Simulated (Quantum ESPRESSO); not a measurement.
# BN (F-43m) in Quantum ESPRESSO: settings compared, part 2 of 2

Quantum ESPRESSO 7.5. Earlier steps stand in the parts before.

### Step 4. Single point, AM05, 5.60 Å³/atom

File pw.in:

```
&CONTROL
  calculation = 'scf'
  prefix = 'pwscf'
  outdir = './tmp'
  pseudo_dir = './pseudo'
  tprnfor = .true.
  tstress = .true.
  disk_io = 'nowf'
/
&SYSTEM
  ibrav = 0
  nat = 2
  ntyp = 2
  ecutwfc = 84
  nbnd = 9
  input_dft = 'XC-000I-000I-120L-135L-000I-000I'
  occupations = 'smearing'
  smearing = 'fd'
  degauss = 0.00367493
/
&ELECTRONS
  conv_thr = 4d-10
  electron_maxstep = 120
  mixing_beta = 0.5
/
ATOMIC_SPECIES
N     14.0070 N.upf
B     10.8100 B.upf
CELL_PARAMETERS angstrom
   0.0000000000    1.7759905947    1.7759905947
   1.7759905947    0.0000000000    1.7759905947
   1.7759905947    1.7759905947    0.0000000000
ATOMIC_POSITIONS crystal
N      0.2500000000    0.2500000000    0.2500000000
B      0.0000000000    0.0000000000    0.0000000000
K_POINTS automatic
13 13 13 0 0 0
```

Potentials or basis: PseudoDojo 0.4.1 SR PBE standard.

Launch:

```
> OMP_NUM_THREADS=1 pw.x -in pw.in > pw.out
```

pw.out:

```text
This program is part of the open-source Quantum ESPRESSO suite
     for quantum simulation of materials; please cite
         "P. Giannozzi et al., J. Phys.:Condens. Matter 21 395502 (2009);
         "P. Giannozzi et al., J. Phys.:Condens. Matter 29 465901 (2017);
         "P. Giannozzi et al., J. Chem. Phys. 152 154105 (2020);
     in publications or presentations arising from this work. More details at

     IMPORTANT: XC functional enforced from input :
     Exchange-correlation= XC-000I-000I-120L-135L-000I-000I
                           (   0   0 120 135   0   0   0)
     Any further DFT definition will be discarded
     Please, verify this is what you really want

     Message from routine setup:
     using ibrav=0 with symmetry is DISCOURAGED, use correct ibrav instead

     G-vector sticks info
     --------------------
     sticks:   dense  smooth     PW     G-vecs:    dense   smooth      PW
     Sum         511     511    163                 7799     7799    1459

     Using Slab Decomposition

     bravais-lattice index     =            0
     lattice parameter (alat)  =       4.7463  a.u.
     unit-cell volume          =      75.6047 (a.u.)^3
     number of atoms/cell      =            2
     number of atomic types    =            2
     number of electrons       =         8.00
     number of Kohn-Sham states=            9
     kinetic-energy cutoff     =      84.0000  Ry
     charge density cutoff     =     336.0000  Ry
     scf convergence threshold =      4.0E-10
     mixing beta               =       0.5000
     number of iterations used =            8  plain     mixing
     Exchange-correlation= XC-000I-000I-120L-135L-000I-000I
                           (   0   0 120 135   0   0   0)

[... 136 lines left out ...]
      QE if you need to modify them or to check their
      default values.

     WARNING: libxc functional with ID  135 depends
      on external parameters: check the user_guide of
      QE if you need to modify them or to check their
      default values.

     Initial potential from superposition of free atoms

     starting charge       7.9997, renormalised to       8.0000
     Starting wfcs are    8 randomized atomic wfcs +    1 random wfcs

     Self-consistent Calculation

     iteration #  1     ecut=    84.00 Ry     beta= 0.50
     Davidson diagonalization with overlap
     ethr =  1.00E-02,  avg # of iterations =  5.1

     total energy              =     -26.65810848 Ry
     estimated scf accuracy    <       0.19733935 Ry
[... 43 lines left out ...]
     iteration #  8     ecut=    84.00 Ry     beta= 0.50
     Davidson diagonalization with overlap
     ethr =  1.70E-10,  avg # of iterations =  1.0

     End of self-consistent calculation

          k = 0.0000 0.0000 0.0000 (   941 PWs)   bands (ev):

    -8.8825  12.0420  12.0420  12.0420  21.0947  21.0947  21.0947  23.1199
    37.5275
[... 413 lines left out ...]
    -2.6331   3.8249   4.6674   5.5616  21.6214  25.5300  26.7731  28.1921
    31.8345

     the Fermi energy is    14.3225 ev

!    total energy              =     -26.69048974 Ry
     estimated scf accuracy    <          2.3E-10 Ry
     smearing contrib. (-TS)   =       0.00000000 Ry
     internal energy E=F+TS    =     -26.69048974 Ry

     The total energy is F=E-TS. E is the sum of the following terms:
     one-electron contribution =       5.38718405 Ry
     hartree contribution      =       3.42371471 Ry
     xc contribution           =      -8.69326763 Ry
     ewald contribution        =     -26.80812087 Ry

     convergence has been achieved in   8 iterations

     Forces acting on atoms (cartesian axes, Ry/au):

     atom    1 type  1   force =     0.00000000    0.00000000   -0.00000000
     atom    2 type  2   force =     0.00000000    0.00000000    0.00000000

     Total force =     0.000000     Total SCF correction =     0.000000

     Computing stress (Cartesian axis) and pressure

          total   stress  (Ry/bohr**3)                   (kbar)     P=      186.38
   0.00126696  -0.00000000  -0.00000000          186.38       -0.00       -0.00
  -0.00000000   0.00126696  -0.00000000           -0.00      186.38       -0.00
  -0.00000000  -0.00000000   0.00126696           -0.00       -0.00      186.38

=------------------------------------------------------------------------------=
   JOB DONE.
=------------------------------------------------------------------------------=
```

Run time: 4.5 s. Hardware: 1 thread of Intel Xeon 6985P-C at 2.30GHz (Granite Rapids), shared host; peak memory 0.09 GiB.

Results:

```yaml
Free_energy: -363.1426 eV
Pressure: 18.6 GPa
Band_gap_on_the_k_mesh: 4.45 eV, indirect (least direct gap 9.05 eV)
```

Caveat: the potentials were made for another functional, which shifts forces and pressure; an odd mesh through Γ misses points on the zone boundary, where band edges often lie.

### Step 5. Single point, AM05, 5.72 Å³/atom

pw.in: that of step 4 with these lines changed.

```diff
@@ -29,5 +29,5 @@
 CELL_PARAMETERS angstrom
-   0.0000000000    1.7759905947    1.7759905947
-   1.7759905947    0.0000000000    1.7759905947
-   1.7759905947    1.7759905947    0.0000000000
+   0.0000000000    1.7884979828    1.7884979828
+   1.7884979828    0.0000000000    1.7884979828
+   1.7884979828    1.7884979828    0.0000000000
 ATOMIC_POSITIONS crystal
```

Launch:

```
> OMP_NUM_THREADS=1 pw.x -in pw.in > pw.out
```

It took 4.5 s on 1 thread of Intel Xeon 6985P-C at 2.30GHz (Granite Rapids), shared host; peak memory 0.09 GiB.

It converged, with:

```
Free energy            : -363.1634 eV
Pressure               : 9.5 GPa
Band gap on the k mesh : 4.43 eV, indirect (least direct gap 8.95 eV)
```

Caveat: the potentials were made for another functional, which shifts forces and pressure; an odd mesh through Γ misses points on the zone boundary, where band edges often lie.

### Step 6. Single point, AM05, 5.84 Å³/atom

pw.in: that of step 5 with these lines changed.

```diff
@@ -29,5 +29,5 @@
 CELL_PARAMETERS angstrom
-   0.0000000000    1.7884979828    1.7884979828
-   1.7884979828    0.0000000000    1.7884979828
-   1.7884979828    1.7884979828    0.0000000000
+   0.0000000000    1.8008328414    1.8008328414
+   1.8008328414    0.0000000000    1.8008328414
+   1.8008328414    1.8008328414    0.0000000000
 ATOMIC_POSITIONS crystal
```

Potentials or basis: PseudoDojo 0.4.1 SR PBE standard.

Launch:

```
> OMP_NUM_THREADS=1 pw.x -in pw.in > pw.out
```

Run time: 4.4 s. Hardware: 1 thread of Intel Xeon 6985P-C at 2.30GHz (Granite Rapids), shared host; peak memory 0.09 GiB.

The run converged. Its results:

```yaml
Free_energy: -363.1712 eV
Pressure: 1.1 GPa
Band_gap_on_the_k_mesh: 4.40 eV, indirect (least direct gap 8.85 eV)
```

Caveat: the potentials were made for another functional, which shifts forces and pressure; an odd mesh through Γ misses points on the zone boundary, where band edges often lie.

### Step 7. Single point, AM05, 5.96 Å³/atom

pw.in: that of step 6 with these lines changed.

```diff
@@ -29,5 +29,5 @@
 CELL_PARAMETERS angstrom
-   0.0000000000    1.8008328414    1.8008328414
-   1.8008328414    0.0000000000    1.8008328414
-   1.8008328414    1.8008328414    0.0000000000
+   0.0000000000    1.8130010000    1.8130010000
+   1.8130010000    0.0000000000    1.8130010000
+   1.8130010000    1.8130010000    0.0000000000
 ATOMIC_POSITIONS crystal
```

Launch:

```
> OMP_NUM_THREADS=1 pw.x -in pw.in > pw.out
```

Run time: 4.5 s. Hardware: 1 thread of Intel Xeon 6985P-C at 2.30GHz (Granite Rapids), shared host; peak memory 0.09 GiB.

Results (log left out):

```
Free energy            : -363.1672 eV
Pressure               : -6.4 GPa
Band gap on the k mesh : 4.38 eV, indirect (least direct gap 8.76 eV)
```

Caveat: the potentials were made for another functional, which shifts forces and pressure; an odd mesh through Γ misses points on the zone boundary, where band edges often lie.

### Step 8. Single point, AM05, 6.08 Å³/atom

pw.in: that of step 7 with these lines changed.

```diff
@@ -29,5 +29,5 @@
 CELL_PARAMETERS angstrom
-   0.0000000000    1.8130010000    1.8130010000
-   1.8130010000    0.0000000000    1.8130010000
-   1.8130010000    1.8130010000    0.0000000000
+   0.0000000000    1.8250079791    1.8250079791
+   1.8250079791    0.0000000000    1.8250079791
+   1.8250079791    1.8250079791    0.0000000000
 ATOMIC_POSITIONS crystal
```

Launch:

```
> OMP_NUM_THREADS=1 pw.x -in pw.in > pw.out
```

Run time: 4.6 s. Hardware: 1 thread of Intel Xeon 6985P-C at 2.30GHz (Granite Rapids), shared host; peak memory 0.09 GiB.

Results (log left out):

* Free energy: -363.1525 eV
* Pressure: -13.3 GPa
* Band gap on the k mesh: 4.36 eV, indirect (least direct gap 8.66 eV)

Caveat: the potentials were made for another functional, which shifts forces and pressure; an odd mesh through Γ misses points on the zone boundary, where band edges often lie.

### Step 9. Single point, AM05, 6.20 Å³/atom

pw.in: that of step 8 with these lines changed.

```diff
@@ -29,5 +29,5 @@
 CELL_PARAMETERS angstrom
-   0.0000000000    1.8250079791    1.8250079791
-   1.8250079791    0.0000000000    1.8250079791
-   1.8250079791    1.8250079791    0.0000000000
+   0.0000000000    1.8368590123    1.8368590123
+   1.8368590123    0.0000000000    1.8368590123
+   1.8368590123    1.8368590123    0.0000000000
 ATOMIC_POSITIONS crystal
```

Potentials or basis: PseudoDojo 0.4.1 SR PBE standard.

Launch:

```
> OMP_NUM_THREADS=1 pw.x -in pw.in > pw.out
```

It took 4.7 s on 1 thread of Intel Xeon 6985P-C at 2.30GHz (Granite Rapids), shared host; peak memory 0.09 GiB.

It converged, with:

```yaml
Free_energy: -363.1279 eV
Pressure: -19.6 GPa
Band_gap_on_the_k_mesh: 4.33 eV, indirect (least direct gap 8.57 eV)
```

Caveat: the potentials were made for another functional, which shifts forces and pressure; an odd mesh through Γ misses points on the zone boundary, where band edges often lie.

### Step 10. Single point, AM05, 6.32 Å³/atom

pw.in: that of step 9 with these lines changed.

```diff
@@ -29,5 +29,5 @@
 CELL_PARAMETERS angstrom
-   0.0000000000    1.8368590123    1.8368590123
-   1.8368590123    0.0000000000    1.8368590123
-   1.8368590123    1.8368590123    0.0000000000
+   0.0000000000    1.8485590667    1.8485590667
+   1.8485590667    0.0000000000    1.8485590667
+   1.8485590667    1.8485590667    0.0000000000
 ATOMIC_POSITIONS crystal
```

Launch:

```
> OMP_NUM_THREADS=1 pw.x -in pw.in > pw.out
```

Run time: 4.7 s. Hardware: 1 thread of Intel Xeon 6985P-C at 2.30GHz (Granite Rapids), shared host; peak memory 0.09 GiB.

It converged, with:

```yaml
Free_energy: -363.0945 eV
Pressure: -25.3 GPa
Band_gap_on_the_k_mesh: 4.31 eV, indirect (least direct gap 8.48 eV)
```

Caveat: the potentials were made for another functional, which shifts forces and pressure; an odd mesh through Γ misses points on the zone boundary, where band edges often lie.

### Step 11. Equation of state, AM05

This step only gathers the single runs of the series.

What came out:

| Property | Result |
| --- | --- |
| Equilibrium volume | 5.86 Å³/atom |
| Bulk modulus | 385 GPa |
| Pressure derivative of the bulk modulus | 3.7 |

Energy against volume, from the lowest point:
| volume (Å³/atom) | energy (meV/atom) |
| --- | --- |
| 5.602 | 14.31 |
| 5.721 | 3.90 |
| 5.840 | 0.00 |
| 5.959 | 2.00 |
| 6.078 | 9.38 |
| 6.198 | 21.65 |
| 6.317 | 38.36 |

Caveat: the potentials were made for another functional, which shifts forces and pressure.

### Step 12. Summary

| task | level | gap on the mesh (eV) | pressure (GPa) |
| --- | --- | --- | --- |
| band structure | rev-vdW-DF2 | 4.60 | -1.0 |
| band structure | AM05 | 4.38 | -6.4 |
| equation of state | AM05 | - | - |

Alike in all rows: potentials or basis PseudoDojo 0.4.1 SR PBE standard; no spin polarisation; cell as given; k mesh 13 × 13 × 13; cutoff (eV) 1143; smearing fermi-dirac 0.05 eV.

Caveats: the potentials were made for another functional, which shifts forces and pressure.

Total energies depend on the potentials used, so only differences within one code and one set of settings carry meaning.

### Step 13. Comparison with measurements

Step 2. A measured gap of BN is 6.4 eV (indirect; 300 K; a printed reference work, monograph); the calculated 4.53 eV misses it by -1.87 eV. The value is that of rev-vdW-DF2, without temperature or zero-point motion. The cell is a database's relaxed one, not the measured one, which moves gaps too.

Step 3. Against the measured gap of BN, 6.4 eV (indirect; 300 K; a printed reference work, monograph), the calculated 4.30 eV is off by -2.10 eV. The value is that of AM05, without temperature or zero-point motion. Semilocal functionals fall short of measured gaps as a rule. The cell is a database's relaxed one, not the measured one, which moves gaps too.

Step 11. A measured bulk modulus of BN is 395 GPa (300 K; quoted in “Effect of nanostructuration on compressibility of cubic BN”, 2012, arxiv:1208.3664); the calculated 385 GPa misses it by -2.6 %. The fit is for a static lattice scaled at fixed shape and fixed fractional positions.
